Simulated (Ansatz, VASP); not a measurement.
**In2As in VASP and in Ansatz**

```xyz
6
Lattice="0.0000 4.0995 4.0995 4.0995 0.0000 4.0995 4.0995 4.0995 0.0000" Properties=species:S:1:pos:R:3 pbc="T T T"
In    5.1244    5.1244    5.1244
In    5.1244    3.0746    3.0746
In    3.0746    3.0746    5.1244
In    3.0746    5.1244    3.0746
As    0.0000    0.0000    0.0000
As    2.0498    2.0498    2.0498
```

Change from the starting cell: species swapped into the CeFe2 type (Fd-3m, No. 227).

Alike in both runs: task single point; functional PBE; k mesh 4 × 4 × 4; occupations gaussian, width 0.1 eV; no spin polarisation.

|  | VASP | Ansatz |
| --- | --- | --- |
| version | VASP 6.6.1 | Ansatz 0.2.0 |
| potentials or method | VASP PAW PBE potentials, release 64 (In_d, As) | scalar-relativistic, plane waves, PAW |
| plane-wave cutoff (eV) | 520 | 420 |
| valence electrons in the cell | 62 | 82 |

|  | VASP | Ansatz | Ansatz less VASP |
| --- | --- | --- | --- |
| gap on the k mesh at the Fermi level (eV) | none | none | - |
| pressure (GPa) | 7.7 | 7.7 | +0.01 |

A gap of «none» marks a metal or a gap that the smearing closes. The two sets of potentials don't hold the same shells in valence.
